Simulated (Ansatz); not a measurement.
The system is TiO.

```
CELL_PARAMETERS angstrom
2.85161 0.00000 0.00000
-1.42580 2.46956 0.00000
0.00000 0.00000 5.56750
ATOMIC_POSITIONS crystal
Ti 0.66667 0.33333 0.75000
Ti 0.33333 0.66667 0.25000
O 0.00000 0.00000 0.50000
O 0.00000 0.00000 0.00000
```

The cell comes from a database or a generator and needn't be the stable form of this composition.

Base run:

```yaml
Program: Ansatz 0.2.0
Functional: HSE06
Potentials_or_basis: Ansatz PAW
Cutoff: "420 eV (not typed: the program's choice for these potentials)"
k_mesh: 8 × 8 × 4
Occupations: fermi-dirac, width 0.05 eV
Spin: no spin polarisation
```

Its results: band gap on the k mesh 0.32 eV, direct; pressure -8.9 GPa.

Q: The run is repeated on the same cell with these changes: functional from HSE06 to PBE0. What comes out?

A: Band gap on the k mesh 0.91 eV, direct; pressure -8.9 GPa.

Caveats: the PAW data sets come from PBE, with cores solved anew for the run's functional, which leaves a small shift of forces and pressure; the thresholds are loose for stress.
